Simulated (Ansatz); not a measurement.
## Fitting the LDA energy curve of Ni3Ge

It takes space group Pm-3m (No. 221, cubic). The conventional cell has a = 3.530 Å, b = 3.530 Å, c = 3.530 Å, α = 90.00°, β = 90.00°, γ = 90.00°. Around Ge (site symmetry m-3m) lie 12 Ni at 2.50 Å. Ni (site symmetry 4/mmm) has 4 Ge at 2.50 Å and 8 Ni at 2.50 Å as nearest neighbours.

The cell comes from a database or a generator and needn't be the stable form of this composition.

The cell was scaled at fixed shape and fractions and run with Ansatz, all-electron LAPW, scalar-relativistic; LDA, k mesh 8 × 8 × 8 on the cell of 4 atoms, fermi-dirac occupations of 0.05 eV, collinear spin, ferromagnetic start, no spin-orbit coupling. Energies are those that the program minimises, any entropy of the smearing included. For a metal such a mesh isn't converged to the digits shown. The moments vanished.

```csv
V (Å³/atom),energy over the lowest row (meV/atom)
10.3399,5.37
10.5599,0.00
10.7799,1.62
10.9999,9.44
11.2199,?
11.4399,40.92
11.6599,63.38
```

Q: Fit the third-order Birch-Murnaghan form, give V0, B0 and B′, and predict the energy left open.

A: With y = (V0/V)^(2/3), E = E0 + (9 V0 B0/16) [(y - 1)³ B′ + (y - 1)² (6 - 4y)]. Least squares through the rows shown give V0 = 10.6153 Å³/atom, E0 = -0.22 meV, B0 = 238.2 GPa (1 eV/Å³ = 160.218 GPa) and B′ = 4.87, with a largest miss of 0.01 meV. At V = 11.2199 the form with these constants gives 22.75 meV; the run gave 22.75 meV an atom.
